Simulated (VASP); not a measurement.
**TiN: relaxation of cell and atoms with PBEsol**

The system is TiN.

```xyz
2
Lattice="0.0000 2.1190 2.1190 2.1190 0.0000 2.1190 2.1190 2.1190 0.0000" Properties=species:S:1:pos:R:3 pbc="T T T"
Ti    0.0000    0.0000    0.0000
N     2.1190    2.1190    2.1190
```

```
Program                : VASP 6.6.1
Task                   : relaxation of cell and atoms
Functional             : PBEsol
Potentials or basis    : VASP PAW PBE potentials, release 64 (Ti_sv, N)
Cutoff                 : 600 eV
k mesh                 : 16 × 16 × 16
Occupations            : methfessel-paxton, width 0.1 eV
Spin                   : no spin polarisation
Further INCAR settings : ALGO = Normal; EDIFF = 1e-06; IBRION = 2; EDIFFG = -0.01; NSW = 90; ISIF = 3
```

The relaxed volume is 9.30 Å³/atom. The relaxed cell is a = 2.974 Å, b = 2.974 Å, c = 2.974 Å, α = 60.00°, β = 60.00°, γ = 60.00°. The space group after relaxing (to 0.05 Å) is Fm-3m (No. 225) and the energy gained by relaxing is 4.5 meV/atom. The ionic steps are 3 and the pressure after relaxing is 0.0 GPa. The band gap on the k mesh is none (metal or under the smearing width).

Step by step:
| step | energy change (eV) | largest force (eV/Å) | pressure (GPa) | volume (Å³) |
| --- | --- | --- | --- | --- |
| 1 | 0.0000 | 0.0000 | -6.58 | 19.03 |
| 2 | 0.0115 | 0.0000 | 10.91 | 17.97 |
| 3 | -0.0091 | 0.0000 | -0.03 | 18.60 |

Final structure:
```
Ti N
1.0
     0.00000    2.10294    2.10294
     2.10294    0.00000    2.10294
     2.10294    2.10294    0.00000
Ti N
1 1
Direct
  0.00000 0.00000 0.00000
  0.50000 0.50000 0.50000
```

Levels at points of the mesh, in eV from the Fermi level:
```csv
k point,band 6,band 7,band 8,band 9,band 10,band 11,band 12
"(0.00, 0.00, 0.00)",-2.06,-2.06,-2.06,-0.66,-0.66,-0.66,0.58
"(0.50, 0.00, 0.00)",-8.28,-5.63,-5.63,1.76,1.76,2.47,5.97
"(0.50, 0.50, 0.00)",-5.91,-3.26,-3.26,-3.24,1.70,2.50,2.50
```

It took 86 s on 1 thread of AMD EPYC 7R13 Processor (Zen 3), with other jobs on the host, peak memory 0.15 GiB.

Caveat: the PAW data sets were made with another functional, which shifts forces and pressure a little.
